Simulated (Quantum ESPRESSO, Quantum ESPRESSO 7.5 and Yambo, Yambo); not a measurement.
# A GW chain in Yambo: BeTe (F-43m)

Wanted: ground state, empty states, screening and self-energy for BeTe (F-43m).

Main program and level: Quantum ESPRESSO 7.5 and Yambo 5.3.0; PBE and many-body steps on it, plane waves.

The database entry behind the starting cell differs from later determinations by our own check (an axis about 1.5 % short against later determinations), so it need not match the best structure at ambient conditions.

**1. The structure**

Symmetry: F-43m, No. 216, cubic system. The conventional cell has a = 5.540 Å, b = 5.540 Å, c = 5.540 Å, α = 90.00°, β = 90.00°, γ = 90.00°. Be has 4 Te at 2.40 Å nearest. Nearest to Te lie 4 Be at 2.40 Å. Farther neighbours and most contacts between anions are not listed.

The cell and positions come from the Crystallography Open Database and are kept as given unless a step says otherwise.

**2. Ground state**

This step: Quantum ESPRESSO 7.5; DFT, PBE with spin-orbit coupling, plane waves, norm-conserving pseudopotentials.

The ground-state density comes first.

pw.in

```
&control
  calculation = 'scf'
  prefix = 'x'
  outdir = 'o'
  pseudo_dir = 'pseudo'
/
&system
  ibrav = 0
  nat = 2
  ntyp = 2
  ecutwfc = 88.0
  nbnd = 38
  force_symmorphic = .true.
  noncolin = .true.
  lspinorb = .true.
/
&electrons
  conv_thr = 1e-10
  electron_maxstep = 80
  mixing_beta = 0.5
/
ATOMIC_SPECIES
  Be 9.012 Be.upf
  Te 127.6 Te.upf
CELL_PARAMETERS angstrom
  0.0000000000 2.7700000000 2.7700000000
  2.7700000000 0.0000000000 2.7700000000
  2.7700000000 2.7700000000 -0.0000000000
ATOMIC_POSITIONS crystal
  Be 0.0000000000 0.0000000000 0.0000000000
  Te 0.2500000000 0.2500000000 0.2500000000
K_POINTS automatic
  6 6 6 0 0 0
```

On the command line:

```
$ OMP_NUM_THREADS=1 mpirun -n 4 pw.x -nk 4 -in pw.in > pw.out
```

The log of the run:

```text
Program PWSCF v.7.5 starts

     This program is part of the open-source Quantum ESPRESSO suite
     for quantum simulation of materials; please cite
         "P. Giannozzi et al., J. Phys.:Condens. Matter 21 395502 (2009);
         "P. Giannozzi et al., J. Phys.:Condens. Matter 29 465901 (2017);
         "P. Giannozzi et al., J. Chem. Phys. 152 154105 (2020);
     in publications or presentations arising from this work. More details at
     Message from routine setup:
     using ibrav=0 with symmetry is DISCOURAGED, use correct ibrav instead

     G-vector sticks info

     bravais-lattice index     =            0
     lattice parameter (alat)  =       7.4028  a.u.
     unit-cell volume          =     286.8573 (a.u.)^3
     number of atoms/cell      =            2
     number of atomic types    =            2
     number of electrons       =        28.00
     number of Kohn-Sham states=           38
     kinetic-energy cutoff     =      88.0000  Ry
     charge density cutoff     =     352.0000  Ry
     scf convergence threshold =      1.0E-10
     mixing beta               =       0.5000
     number of iterations used =            8  plain     mixing
     Exchange-correlation= PBE
                           (   1   4   3   4   0   0   0)
     Non magnetic calculation with spin-orbit

     celldm(1)=   7.402759  celldm(2)=   0.000000  celldm(3)=   0.000000
     celldm(4)=   0.000000  celldm(5)=   0.000000  celldm(6)=   0.000000

     crystal axes: (cart. coord. in units of alat)
               a(1) = (   0.000000   0.707107   0.707107 )
               a(2) = (   0.707107   0.000000   0.707107 )
               a(3) = (   0.707107   0.707107  -0.000000 )

     reciprocal axes: (cart. coord. in units 2 pi/alat)
               b(1) = ( -0.707107  0.707107  0.707107 )
               b(2) = (  0.707107 -0.707107  0.707107 )
               b(3) = (  0.707107  0.707107 -0.707107 )
     Pseudo is Norm-conserving, Zval =  4.0
     Generated using ONCVPSP code by D. R. Hamann
     Using radial grid of 1358 points,  6 beta functions with:
     Pseudo is Norm-conserving + core correction, Zval = 24.0
     Generated using ONCVPSP code by D. R. Hamann
     Using radial grid of 1324 points, 10 beta functions with:
     Be                4.00     9.01200     Be( 1.00)
     Te               24.00   127.60000     Te( 1.00)

     24 Sym. Ops. (no inversion) found

   Cartesian axes

     site n.     atom                  positions (alat units)
         1        Be     tau(   1) = (   0.0000000   0.0000000   0.0000000  )
         2        Te     tau(   2) = (   0.3535534   0.3535534   0.3535534  )

     number of k points=    16
                       cart. coord. in units 2pi/alat
        k(    1) = (   0.0000000   0.0000000   0.0000000), wk =   0.0046296
        k(    2) = (   0.1178511   0.1178511  -0.1178511), wk =   0.0370370
        k(    3) = (   0.2357023   0.2357023  -0.2357023), wk =   0.0370370
        k(    4) = (  -0.3535534  -0.3535534   0.3535534), wk =   0.0185185
        k(    5) = (   0.2357023   0.0000000  -0.0000000), wk =   0.0277778
        k(    6) = (   0.3535534   0.1178511  -0.1178511), wk =   0.1111111
        k(    7) = (  -0.2357023  -0.4714045   0.4714045), wk =   0.1111111
        k(    8) = (  -0.1178511  -0.3535534   0.3535534), wk =   0.1111111
        k(    9) = (   0.0000000  -0.2357023   0.2357023), wk =   0.0555556
        k(   10) = (   0.4714045   0.0000000  -0.0000000), wk =   0.0277778
     [... 4 further rows ...]
        k(   15) = (  -0.1178511  -0.3535534   0.5892557), wk =   0.1111111
        k(   16) = (  -0.7071068   0.2357023   0.0000000), wk =   0.0555556

     Dense  grid:    31951 G-vectors     FFT dimensions: (  45,  45,  45)

     Initial potential from superposition of free atoms

     starting charge      27.9996, renormalised to      28.0000
     Starting wfcs are   30 randomized atomic wfcs +    8 random wfcs

     per-process dynamical memory:    61.9 Mb

     Self-consistent Calculation

     iteration #  1     ecut=    88.00 Ry     beta= 0.50

     Threshold (ethr) on eigenvalues was too large:
     Diagonalizing with lowered threshold

     total energy              =    -590.17997008 Ry
     estimated scf accuracy    <       0.04070675 Ry

     iteration #  2     ecut=    88.00 Ry     beta= 0.50

     total energy              =    -590.18249377 Ry
     estimated scf accuracy    <       0.00447433 Ry

     iteration #  3     ecut=    88.00 Ry     beta= 0.50

     total energy              =    -590.18272836 Ry
     estimated scf accuracy    <       0.00034748 Ry

     iteration #  4     ecut=    88.00 Ry     beta= 0.50

     total energy              =    -590.18275131 Ry
     estimated scf accuracy    <       0.00001427 Ry

     iteration #  5     ecut=    88.00 Ry     beta= 0.50

     total energy              =    -590.18275282 Ry
     estimated scf accuracy    <       0.00000050 Ry

     iteration #  6     ecut=    88.00 Ry     beta= 0.50

     total energy              =    -590.18275292 Ry
     estimated scf accuracy    <       0.00000002 Ry

     iteration #  7     ecut=    88.00 Ry     beta= 0.50

     total energy              =    -590.18275293 Ry
     estimated scf accuracy    <          3.8E-09 Ry

     iteration #  8     ecut=    88.00 Ry     beta= 0.50

     total energy              =    -590.18275293 Ry
     estimated scf accuracy    <          1.2E-10 Ry

     iteration #  9     ecut=    88.00 Ry     beta= 0.50

     End of self-consistent calculation

          k = 0.0000 0.0000 0.0000 (  4015 PWs)   bands (ev):

  -149.4316-149.4316-106.2501-106.2501 -96.5431 -96.5431 -96.5431 -96.5431
   -90.8193 -90.8193 -27.7289 -27.7289 -27.7289 -27.7289 -26.2734 -26.2734
   -26.2636 -26.2636 -26.2636 -26.2636  -3.1889  -3.1889   8.7764   8.7764
     9.7313   9.7313   9.7313   9.7313  12.9902  12.9902  13.0564  13.0564
    13.0564  13.0564  13.6493  13.6493  17.9296  17.9296

          k = 0.1179 0.1179-0.1179 (  3993 PWs)   bands (ev):

  -149.4316-149.4316-106.2501-106.2501 -96.5432 -96.5432 -96.5431 -96.5431
   -90.8193 -90.8193 -27.7283 -27.7281 -27.7280 -27.7280 -26.2721 -26.2721
   -26.2635 -26.2635 -26.2627 -26.2624  -2.9110  -2.9110   7.2497   7.2497
     8.7887   8.7887   9.2902   9.2918  13.0218  13.0218  13.5627  13.5627
    13.6564  13.6701  15.5645  15.5645  18.5315  18.5318

          k = 0.2357 0.2357-0.2357 (  3996 PWs)   bands (ev):

  -149.4316-149.4316-106.2501-106.2501 -96.5432 -96.5432 -96.5432 -96.5432
   -90.8193 -90.8193 -27.7280 -27.7278 -27.7262 -27.7262 -26.2704 -26.2704
   -26.2634 -26.2634 -26.2606 -26.2603  -2.2071  -2.2071   4.7125   4.7125
     8.1782   8.1782   8.6917   8.6934  12.7739  12.7739  14.0299  14.0299
    14.1130  14.1253  17.3537  17.3538  19.0668  19.0668

          k =-0.3536-0.3536 0.3536 (  3996 PWs)   bands (ev):

     [... further k-points ...]

     highest occupied, lowest unoccupied level (ev):     9.7313   11.2968

!    total energy              =    -590.18275293 Ry
     estimated scf accuracy    <          9.8E-12 Ry

     The total energy is the sum of the following terms:
     one-electron contribution =    -443.49220349 Ry
     hartree contribution      =     205.93348236 Ry
     xc contribution           =     -78.65446560 Ry
     ewald contribution        =    -273.96956620 Ry

     convergence has been achieved in   9 iterations

     XML data file, charge density, pseudopotentials, collected wavefunctions

=------------------------------------------------------------------------------=
   JOB DONE.
=------------------------------------------------------------------------------=
```

It took 24 s on 4 MPI ranks of Arm Neoverse V1, shared host; peak memory 0.49 GiB; 97 s of CPU time.

Numbers from this step:

| Property | Result |
| --- | --- |
| total energy | -8029.8454 eV |
| gap | 1.565 eV |
| k of the valence top | 0, 0, 0 |
| k of the conduction bottom | 0, -0.5, -0.5 |
| least direct gap | 3.259 eV |

The gap is indirect, with the least direct gap 1.69 eV higher.

**3. Bands along the symmetry lines**

Levels along a band path, at the cheap level, show where the edges lie and whether the meshes to come will hold them.

pw.in

```
&control
  calculation = 'bands'
  prefix = 'x'
  outdir = 'o'
  pseudo_dir = 'pseudo'
/
&system
  ibrav = 0
  nat = 2
  ntyp = 2
  ecutwfc = 88.0
  nbnd = 40
  force_symmorphic = .true.
  noncolin = .true.
  lspinorb = .true.
/
&electrons
  conv_thr = 1e-9
  electron_maxstep = 80
  diago_full_acc = .true.
  diago_thr_init = 5e-6
/
ATOMIC_SPECIES
  Be 9.012 Be.upf
  Te 127.6 Te.upf
CELL_PARAMETERS angstrom
  0.0000000000 2.7700000000 2.7700000000
  2.7700000000 0.0000000000 2.7700000000
  2.7700000000 2.7700000000 -0.0000000000
ATOMIC_POSITIONS crystal
  Be 0.0000000000 0.0000000000 0.0000000000
  Te 0.2500000000 0.2500000000 0.2500000000
K_POINTS crystal
  50
  0.00000000 0.00000000 0.00000000 1
  -0.06250000 -0.06250000 0.00000000 1
  -0.12500000 -0.12500000 0.00000000 1
  -0.18750000 -0.18750000 0.00000000 1
  -0.25000000 -0.25000000 0.00000000 1
  -0.31250000 -0.31250000 0.00000000 1
  -0.37500000 -0.37500000 0.00000000 1
  -0.43750000 -0.43750000 0.00000000 1
  -0.50000000 -0.50000000 0.00000000 1
  -0.48437500 -0.48437500 0.03125000 1
  -0.46875000 -0.46875000 0.06250000 1
  -0.45312500 -0.45312500 0.09375000 1
  -0.43750000 -0.43750000 0.12500000 1
  -0.42187500 -0.42187500 0.15625000 1
  -0.40625000 -0.40625000 0.18750000 1
  -0.39062500 -0.39062500 0.21875000 1
  -0.37500000 -0.37500000 0.25000000 1
  -0.37500000 0.00000000 0.37500000 1
  -0.32812500 0.00000000 0.32812500 1
  -0.28125000 0.00000000 0.28125000 1
  -0.23437500 0.00000000 0.23437500 1
  -0.18750000 0.00000000 0.18750000 1
  -0.14062500 0.00000000 0.14062500 1
  -0.09375000 0.00000000 0.09375000 1
  -0.04687500 0.00000000 0.04687500 1
  0.00000000 0.00000000 0.00000000 1
  0.00000000 0.00000000 0.06250000 1
  0.00000000 0.00000000 0.12500000 1
  0.00000000 0.00000000 0.18750000 1
  0.00000000 0.00000000 0.25000000 1
  0.00000000 0.00000000 0.31250000 1
  0.00000000 0.00000000 0.37500000 1
  0.00000000 0.00000000 0.43750000 1
  -0.00000000 -0.00000000 0.50000000 1
  -0.06250000 -0.03125000 0.46875000 1
  -0.12500000 -0.06250000 0.43750000 1
  -0.18750000 -0.09375000 0.40625000 1
  -0.25000000 -0.12500000 0.37500000 1
  -0.31250000 -0.15625000 0.34375000 1
  -0.37500000 -0.18750000 0.31250000 1
  -0.43750000 -0.21875000 0.28125000 1
  -0.50000000 -0.25000000 0.25000000 1
  -0.50000000 -0.28125000 0.21875000 1
  -0.50000000 -0.31250000 0.18750000 1
  -0.50000000 -0.34375000 0.15625000 1
  -0.50000000 -0.37500000 0.12500000 1
  -0.50000000 -0.40625000 0.09375000 1
  -0.50000000 -0.43750000 0.06250000 1
  -0.50000000 -0.46875000 0.03125000 1
  -0.50000000 -0.50000000 0.00000000 1
```

The log of the run:

```text
[banner, memory and clock lines left out]
Program PWSCF v.7.5 starts

     Atomic positions and unit cell read from directory:
     o/x.save/

     Message from routine setup:
     using ibrav=0 with symmetry is DISCOURAGED, use correct ibrav instead

     G-vector sticks info

     bravais-lattice index     =            0
     lattice parameter (alat)  =       7.4028  a.u.
     unit-cell volume          =     286.8573 (a.u.)^3
     number of atoms/cell      =            2
     number of atomic types    =            2
     number of electrons       =        28.00
     number of Kohn-Sham states=           40
     kinetic-energy cutoff     =      88.0000  Ry
     charge density cutoff     =     352.0000  Ry
     Exchange-correlation= PBE
                           (   1   4   3   4   0   0   0)
     Non magnetic calculation with spin-orbit

     celldm(1)=   7.402759  celldm(2)=   0.000000  celldm(3)=   0.000000
     celldm(4)=   0.000000  celldm(5)=   0.000000  celldm(6)=   0.000000

     crystal axes: (cart. coord. in units of alat)
               a(1) = (   0.000000   0.707107   0.707107 )
               a(2) = (   0.707107   0.000000   0.707107 )
               a(3) = (   0.707107   0.707107  -0.000000 )

     reciprocal axes: (cart. coord. in units 2 pi/alat)
               b(1) = ( -0.707107  0.707107  0.707107 )
               b(2) = (  0.707107 -0.707107  0.707107 )
               b(3) = (  0.707107  0.707107 -0.707107 )
     Pseudo is Norm-conserving, Zval =  4.0
     Generated using ONCVPSP code by D. R. Hamann
     Using radial grid of 1358 points,  6 beta functions with:
     Pseudo is Norm-conserving + core correction, Zval = 24.0
     Generated using ONCVPSP code by D. R. Hamann
     Using radial grid of 1324 points, 10 beta functions with:
     Be                4.00     9.01200     Be( 1.00)
     Te               24.00   127.60000     Te( 1.00)

     24 Sym. Ops. (no inversion) found

   Cartesian axes

     site n.     atom                  positions (alat units)
         1        Be     tau(   1) = (   0.0000000   0.0000000   0.0000000  )
         2        Te     tau(   2) = (   0.3535534   0.3535534   0.3535534  )

     number of k points=    50
                       cart. coord. in units 2pi/alat
        k(    1) = (   0.0000000   0.0000000   0.0000000), wk =   0.0200000
        k(    2) = (   0.0000000   0.0000000  -0.0883883), wk =   0.0200000
        k(    3) = (   0.0000000   0.0000000  -0.1767767), wk =   0.0200000
[...]
[... 38 further rows ...]
        k(   49) = (   0.0441942  -0.0000000  -0.7071068), wk =   0.0200000
        k(   50) = (   0.0000000   0.0000000  -0.7071068), wk =   0.0200000

     Dense  grid:    31951 G-vectors     FFT dimensions: (  45,  45,  45)

     The potential is recalculated from file :
     o/x.save/charge-density

     Starting wfcs are   30 randomized atomic wfcs +   10 random wfcs

     Band Structure Calculation

     End of band structure calculation

          k = 0.0000 0.0000 0.0000 (  4015 PWs)   bands (ev):

  -149.4316-149.4316-106.2501-106.2501 -96.5431 -96.5431 -96.5431 -96.5431
   -90.8193 -90.8193 -27.7289 -27.7289 -27.7289 -27.7289 -26.2733 -26.2733
   -26.2636 -26.2636 -26.2636 -26.2636  -3.1889  -3.1889   8.7764   8.7764
     9.7313   9.7313   9.7313   9.7313  12.9902  12.9902  13.0564  13.0564
[...]
k = 0.0000 0.0000-0.0884 (  3951 PWs)   bands (ev):

  -149.4316-149.4316-106.2501-106.2501 -96.5431 -96.5431 -96.5431 -96.5431
[...]
k = 0.0000 0.0000-0.1768 (  3967 PWs)   bands (ev):

  -149.4316-149.4316-106.2501-106.2501 -96.5431 -96.5431 -96.5431 -96.5431
[...]
k =-0.0000 0.0000-0.2652 (  3984 PWs)   bands (ev):

[...]
k = 0.0000 0.0000-0.3536 (  4016 PWs)   bands (ev):

[...]
k = 0.0000-0.0000-0.4419 (  4008 PWs)   bands (ev):

[...]
k =-0.0000 0.0000-0.5303 (  4016 PWs)   bands (ev):

[...]
k = 0.0000-0.0000-0.6187 (  4016 PWs)   bands (ev):

[...]
k = 0.5303-0.0000-0.5303 (  4031 PWs)   bands (ev):

[...]
k = 0.0000 0.0000 0.0000 (  4015 PWs)   bands (ev):

[...]
k = 0.1326 0.0000-0.7071 (  4012 PWs)   bands (ev):

[...]
k = 0.0884-0.0000-0.7071 (  4004 PWs)   bands (ev):

[...]
k = 0.0442-0.0000-0.7071 (  4002 PWs)   bands (ev):

  -149.4316-149.4316-106.2501-106.2501 -96.5432 -96.5432 -96.5432 -96.5432
[...]
k = 0.0000 0.0000-0.7071 (  3984 PWs)   bands (ev):

  -149.4316-149.4316-106.2501-106.2501 -96.5432 -96.5432 -96.5431 -96.5431
[...]
6.4049   6.4049   6.8044   6.8044  11.2968  11.2968  12.0516  12.0516
    19.3344  19.3344  19.6952  19.6952  21.3730  21.3730  22.9627  22.9628

     XML data file, pseudopotentials, collected wavefunctions
```

The job ended after 19 s (4 MPI ranks; peak memory 0.35 GiB; 76 s of CPU time).

Numbers from this step:

| Quantity | Value |
| --- | --- |
| gap | 1.565 eV |
| k of the valence top | 0, 0, 0 |
| k of the conduction bottom | -0.5, -0.5, 0 |
| least direct gap | 3.259 eV |

The gap is 1.565 eV, as in the run before at this level.

The electronic bands at the labelled points (eV, zero at the top of the highest filled band):

| point | band 25 | band 26 | band 27 | band 28 | band 29 | band 30 | band 31 | band 32 |
| --- | --- | --- | --- | --- | --- | --- | --- | --- |
| Γ | 0.00 | 0.00 | 0.00 | 0.00 | 3.26 | 3.26 | 3.33 | 3.33 |
| halfway | -2.27 | -2.27 | -1.89 | -1.89 | 2.25 | 2.25 | 4.15 | 4.15 |
| X | -3.33 | -3.33 | -2.93 | -2.93 | 1.57 | 1.57 | 2.32 | 2.32 |
| halfway | -3.77 | -3.65 | -2.97 | -2.96 | 1.92 | 1.93 | 2.99 | 3.06 |
| U | -4.60 | -4.32 | -2.68 | -2.67 | 2.33 | 2.36 | 4.99 | 5.08 |
| jump to K | -4.60 | -4.32 | -2.68 | -2.67 | 2.33 | 2.36 | 4.99 | 5.08 |
| halfway | -2.81 | -2.67 | -1.01 | -0.99 | 3.86 | 3.88 | 4.39 | 4.41 |
| Γ | 0.00 | 0.00 | 0.00 | 0.00 | 3.26 | 3.26 | 3.33 | 3.33 |
| halfway | -1.29 | -1.29 | -0.77 | -0.77 | 3.16 | 3.16 | 4.17 | 4.17 |
| L | -1.78 | -1.78 | -1.27 | -1.27 | 2.94 | 2.94 | 4.27 | 4.27 |
| halfway | -3.48 | -3.33 | -2.37 | -2.27 | 3.90 | 3.93 | 4.11 | 4.25 |
| W | -4.54 | -4.08 | -3.72 | -3.67 | 4.99 | 5.02 | 5.25 | 5.27 |
| halfway | -3.83 | -3.65 | -3.37 | -3.34 | 2.67 | 2.67 | 3.30 | 3.37 |
| X | -3.33 | -3.33 | -2.93 | -2.93 | 1.57 | 1.57 | 2.32 | 2.32 |

(Continued in part 2 of 3.)

[Paths, hosts, dates, memory and timing lines, banners, echoed tables and standing remarks are left out of the program output.]

[Logs are printed without paths, hosts, clocks, repeated set-up lines and the standing remarks that a program may print on its own settings, such as how far it seeks lower states.]

[Runs of the session that timed out or met a known fault of the program may be left out.]

[Hosts, paths, dates, database ids (printed as entryN), source tags and the programs' standing remarks are cut or masked in the printed files.]
